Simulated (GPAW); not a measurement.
CdS:

```xyz
2
Lattice="0.0000 2.7532 2.7532 2.7532 0.0000 2.7532 2.7532 2.7532 0.0000" Properties=species:S:1:pos:R:3 pbc="T T T"
Cd    0.0000    0.0000    0.0000
S     2.7532    2.7532    2.7532
```

Measurements of this composition are mostly on another form, of space group No. 186.

Base run:

```yaml
Program: GPAW 26.7.0
Functional: PBE
Potentials_or_basis: GPAW PAW data sets (gpaw-data 1.2.1)
Cutoff: 450 eV
Basis: pw
k_mesh: 7 × 7 × 7
Occupations: fermi-dirac, width 0.05 eV
Spin: no spin polarisation
```

Its results: band gap on the k mesh 0.50 eV, indirect (least direct gap 1.55 eV); pressure -1.7 GPa.

Task: The run is repeated on the same cell with these changes: functional from PBE to r2SCAN; cutoff from 450 eV to 600 eV; k mesh from 7 × 7 × 7 to 8 × 8 × 8. What comes out?

Result: Band gap on the k mesh 0.73 eV, indirect (least direct gap 2.17 eV); pressure -2.4 GPa.

Several settings changed at once, so the effect can't be laid on one alone.

Caveats: the cutoff is short for stress and forces, so pressures can be off by a GPa or more (some runs); an odd mesh through Γ misses points on the zone boundary, where band edges often lie (some runs); the PAW data sets were made with another functional, which shifts forces and pressure a little (some runs).
